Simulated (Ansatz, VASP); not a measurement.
Given: the input of a run of VASP 6.6.1 on CoO.

Contents of INCAR:

```
PREC = Accurate
ENCUT = 520
EDIFF = 1E-6
ISMEAR = -1
SIGMA = 0.05
LREAL = F
LASPH = T
NELM = 150
ALGO = Normal
ISIF = 2
LWAVE = F
LCHARG = F
ISPIN = 2
MAGMOM = 2 0
LORBIT = 11
LMAXMIX = 4
GGA = CA
NBANDS = 18
```

KPOINTS

```
regular mesh
0
Gamma
  11 11 11
```

The input POSCAR:

```
CoO
1.0
    1.4747370529      0.8514398345      2.3901185036
   -1.4747370529      0.8514398345      2.3901185036
    0.0000000000     -1.7028796690      2.3901185036
Co O
1 1
Direct
    0.0000000000      0.0000000000      0.0000000000
    0.5000000000      0.5000000000      0.5000000000
```

Potentials or basis: VASP PAW LDA potentials, release 64 (Co, O).

Run with:

```console
$ cat potpaw_LDA.64/Co/POTCAR potpaw_LDA.64/O/POTCAR > POTCAR
$ mpirun -np 1 vasp_std > vasp.out
```

Problem. Translate it to Ansatz 0.2.0. Potentials there: all-electron LAPW, scalar-relativistic.

Solution. As run (the cutoff follows the program's own potentials):

The input input.yaml:

```yaml
crystal:
  lattice:
    - [1.4747370529, 0.8514398345, 2.3901185036]
    - [-1.4747370529, 0.8514398345, 2.3901185036]
    - [0.0, -1.702879669, 2.3901185036]
  atoms:
    - { symbol: Co, position: [0.0, 0.0, 0.0], spin: 2.0 }
    - { symbol: O, position: [0.5, 0.5, 0.5] }
kpoints:
  mp_grid: { grid: [11, 11, 11] }
scf:
  occupations: { method: fermi_dirac, width: 0.05 }
hamiltonian:
  xc: lda
  pseudopotentials: { kind: all_electron, lapw: { basis_error: 0.001 } }
magnetization:
  spin_polarized: true
output:
  forces: true
  stress: true
  eigenvalues: true
```

Potentials or basis: all-electron LAPW, scalar-relativistic.

Run with:

```bash
$ ansatz run input.yaml --threads 2 --pin off --max-ram 6144MiB --backend cpu --events-out ev --progress --plain --runs-dir out
```

Both were run:

|  | VASP | Ansatz | Ansatz less VASP |
| --- | --- | --- | --- |
| gap on the k mesh at the Fermi level (eV) | none | none | - |
| pressure (GPa) | -12.8 | -11.0 | +1.80 |
| largest component of the traceless stress (GPa) | 0.23 | 0.31 | +0.077 |
| net moment per atom (μB) | 1.15 | 1.23 | +0.083 |
| size of the moment on the site where the two differ most (μB) | 2.05 | 2.19 | +0.143 |

Site moments also hang on the region over which each program counts them. A gap of «none» marks a metal or a gap that the smearing closes. Ansatz ran all-electron here, so the differences hold the error of VASP's frozen core and of both bases.

Caveats: a cell with one magnetic atom can't hold antiferromagnetic order, which such compounds often take; semilocal functionals often make such compounds metallic where correlation or magnetic order opens a gap, which also shifts bond lengths.
